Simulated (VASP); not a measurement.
GaAs, 2 atoms in the cell. Symmetry: F-43m, No. 216, cubic system. Conventional cell: a = 5.692 Å, b = 5.692 Å, c = 5.692 Å, α = 90.00°, β = 90.00°, γ = 90.00°. Ga (site symmetry -43m) has 4 As at 2.46 Å as nearest neighbours. As (site symmetry -43m) has 4 Ga at 2.46 Å as nearest neighbours.  The cell isn't the ideal one: a relaxed cell with its volume scaled by 0.97.

```yaml
Program: VASP 6.6.1
Task: single point
Functional: PBE
Potentials_or_basis: VASP PAW PBE potentials, release 64 (Ga_d, As)
Cutoff: 520 eV
k_mesh: 10 × 10 × 10
Occupations: gaussian, width 0.02 eV
Spin: no spin polarisation
Further_INCAR_settings: ALGO = Normal; EDIFF = 1e-07; AMIX = 0.2
```

Potentials or basis: VASP PAW PBE potentials, release 64 (Ga_d, As).

The run is started by

```bash
$ cat potpaw_PBE.64/Ga_d/POTCAR potpaw_PBE.64/As/POTCAR > POTCAR
$ mpirun -np 1 vasp_std > vasp.out
```

Hardware: 1 thread of Intel(R) Xeon(R) Platinum 8259CL CPU @ 2.50GHz (Skylake/Cascade Lake) (shared host).

How long does it take, and how much memory?

Run time: 29 s on 1 thread of Intel(R) Xeon(R) Platinum 8259CL CPU @ 2.50GHz (Skylake/Cascade Lake), on a shared host, peak memory 0.19 GiB. Counts: scf iterations 16, k points 47.
